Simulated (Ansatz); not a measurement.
Rows from a G0W0 calculation on Te2Mo (2H monolayer) (Ansatz 0.2.0; G0W0 on PBE, plane waves, PAW; 12×12×1 mesh, 405 empty bands, screening to 66 eV), in eV. Spin-orbit coupling is left out.

| row | k | band | start | Σx | Σc at the solution | Vxc |
| --- | --- | --- | --- | --- | --- | --- |
| A | (0.333, 0.333, 0.000) | c1 | -3.792 | -15.395 | -3.539 | -19.577 |
| B | (0.333, 0.333, 0.000) | c2 | -2.990 | -12.880 | -3.715 | -17.191 |
| C | (0.333, 0.333, 0.000) | v1 | -4.870 | -18.190 | 0.205 | -18.107 |
| D | (0.333, 0.333, 0.000) | v2 | -6.592 | -18.290 | 1.973 | -16.142 |

Give the quasiparticle energies and the shift of each level.

The quasiparticle equation reads E = start + Σx + Σc(E) − Vxc.

```csv
row,E (eV),shift (eV)
A,-3.149,+0.643
B,-2.393,+0.597
C,-4.747,+0.123
D,-6.768,−0.175
```

The gap over the computed points goes from 1.08 eV to 1.60 eV.

Limits: not at the basis limit; no spin-orbit coupling.

[Paths, hosts, dates, memory and timing lines, banners, echoed tables and standing remarks are left out of the program output.]

[Logs are printed without paths, hosts, clocks, repeated set-up lines and the standing remarks that a program may print on its own settings, such as how far it seeks lower states.]

[Runs of the session that timed out or met a known fault of the program may be left out.]

[Cells called generated may have been cut or substituted from an entry of the Crystallography Open Database or the Materials Project.]

[Hosts, paths, dates, database ids (printed as entryN), source tags and the programs' standing remarks are cut or masked in the printed files.]
